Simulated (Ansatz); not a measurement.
Method: DFT PBE, scalar-relativistic, plane waves, PAW in Ansatz. Settings: cutoff 420 eV, Γ-centred meshes spaced at most about 0.3 Å⁻¹, and about 0.25 Å⁻¹ or finer for metals (2π included), Gaussian smearing. No spin polarisation.

Each guess is relaxed in cell and atoms at zero pressure, on a coarse mesh first where it starts far from rest and then on a converged one. The steps can't lower the symmetry of the start, but it can rise. Energies are static (0 K, no zero-point motion).

Two unrelaxed guesses for Al₄Cu:

A.

```yaml
crystal:
  lattice:
    - [-1.55539, 1.55539, 7.77696]
    - [1.55539, -1.55539, 7.77696]
    - [1.55539, 1.55539, -7.77696]
  atoms:
    - { symbol: Al, position: [0.60000, 0.60000, 0.00000] }
    - { symbol: Al, position: [0.20000, 0.20000, 0.00000] }
    - { symbol: Al, position: [0.80000, 0.80000, 0.00000] }
    - { symbol: Al, position: [0.40000, 0.40000, 0.00000] }
    - { symbol: Cu, position: [0.00000, 0.00000, 0.00000] }
```

B.

```yaml
crystal:
  lattice:
    - [-3.09851, 3.09851, 1.95967]
    - [3.09851, -3.09851, 1.95967]
    - [3.09851, 3.09851, -1.95967]
  atoms:
    - { symbol: Al, position: [0.60000, 0.80000, 0.40000] }
    - { symbol: Al, position: [0.20000, 0.60000, 0.80000] }
    - { symbol: Al, position: [0.80000, 0.40000, 0.20000] }
    - { symbol: Al, position: [0.40000, 0.20000, 0.60000] }
    - { symbol: Cu, position: [0.00000, 0.00000, 0.00000] }
```

Question: Which guess leads to the lower structure, and by how much?

Answer: A ends lower, by 36 meV/atom. A: I4/mmm at 15.1 Å³/atom → I4/mmm at 15.3 Å³/atom; B: I4/m at 15.1 Å³/atom → I4/m at 15.4 Å³/atom. Counting all near atoms (those within 1.25 times the shortest distance at each site), the end of A and the end of B both have Al 12, Cu 12. End of A. Conventional cell: a = 2.833 Å, c = 19.113 Å. Al on its first site has 4 Cu at 2.62 Å, 8 Al at 2.83–2.88 Å and 1 Al at 3.37 Å; Al on its second site has 12 Al at 2.83–2.88 Å; around Cu lie 8 Al at 2.62 Å and 4 Cu at 2.83 Å. End of B. Conventional cell: a = 6.222 Å, c = 3.988 Å. Al has 9 Al at 2.75–2.83 Å and 3 Cu at 2.75–2.80 Å; Cu has 12 Al at 2.75–2.80 Å.

Ends held by symmetry can be saddle points.
